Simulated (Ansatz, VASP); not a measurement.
## KI: VASP beside Ansatz

```
K I
1.0
     0.00000    3.52455    3.59504
     3.52455    0.00000    3.59504
     3.52455    3.52455    0.00000
K I
1 1
Direct
  0.00000 0.00000 0.00000
  0.50000 0.50000 0.50000
```

Change from the starting cell: strain +0.0200 x Voigt [0, 0, 1, 0, 0, 0], atoms carried along.

Alike in both runs: task single point; functional PBE; k mesh 6 × 6 × 6; occupations gaussian, width 0.05 eV; no spin polarisation.

|  | VASP | Ansatz |
| --- | --- | --- |
| version | VASP 6.6.1 | Ansatz 0.2.0 |
| potentials or method | VASP PAW PBE potentials, release 64 (K_sv, I) | scalar-relativistic, plane waves, PAW |
| plane-wave cutoff (eV) | 520 | 420 |
| valence electrons in the cell | 16 | 26 |

VASP gave:

| Item | Value |
| --- | --- |
| gap on the k mesh at the Fermi level (eV) | 3.93 |
| least direct gap on the mesh (eV) | 3.93 |
| pressure (GPa) | 0.5 |
| largest component of the traceless stress (GPa) | 0.32 |

Q: What did Ansatz give for the same quantities?

A: gap on the k mesh at the Fermi level (eV): 3.94; least direct gap on the mesh (eV): 3.94; pressure (GPa): 0.4; largest component of the traceless stress (GPa): 0.31.

The two sets of potentials don't hold the same shells in valence.

Caveats: spin-orbit coupling is left out, which moves the levels of the heavy elements.
